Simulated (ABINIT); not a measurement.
Runs of ABINIT 10.8.3 (patched build) on HfO2. It takes space group Fm-3m (No. 225, cubic). Conventional cell: a = 5.115 Å, b = 5.115 Å, c = 5.115 Å, α = 90.00°, β = 90.00°, γ = 90.00°. Hf (site symmetry m-3m) is surrounded by 8 O at 2.21 Å. O (site symmetry -43m) has 4 Hf at 2.21 Å as nearest neighbours. Measurements of this composition are mostly on another form, of space group No. 14.

```tsv
task	level	potentials or basis	cell	k mesh	cutoff (eV)	smearing	stop of the response cycle (tolvrs)	acoustic sum rule (asr)	cutoff of the screening (Ha)	bands in the sums	wave-function cutoff in the screening (Ha)	mesh quality	gap on the mesh (eV)	pressure (GPa)
single point	PBE	Ansatz NC PBE	as given	7 × 7 × 7	1088	fermi-dirac 0.05 eV	-	-	-	-	-	not flagged	(a)	-
single point	PBE	PseudoDojo NC SR PBE v0.4.1 standard	as given	7 × 7 × 7	952	fermi-dirac 0.05 eV	-	-	-	-	-	not flagged	3.95	-
relaxation of cell and atoms	PBE	PseudoDojo NC SR PBE v0.4.1 standard	relaxed	7 × 7 × 7	1143	fermi-dirac 0.05 eV	-	-	-	-	-	not flagged	4.01	0.0
elastic constants	PBE	PseudoDojo NC SR PBE v0.4.1 standard	cell relaxed at zero pressure by an earlier run	4 × 4 × 4, with 4 shifts	1143	fixed	1e-10	1	-	-	-	not flagged	-	0.0
single point	PBE	PseudoDojo NC SR PBE v0.4.1 standard	cell relaxed	7 × 7 × 7	1143	fermi-dirac 0.05 eV	-	-	-	-	-	not flagged	4.01	0.0
```

Alike in all rows: no spin polarisation.

**Question.** Estimate the missing entries.

**Answer.** (a) 3.90.

Caveats: spin-orbit coupling is left out, which moves the levels of the heavy elements (some runs); an odd mesh through Γ misses points on the zone boundary, where band edges often lie (some runs).

A k mesh can miss the band edges, and the runs leave out spin-orbit coupling on Hf.

The runs don't all hold the same shells in valence.
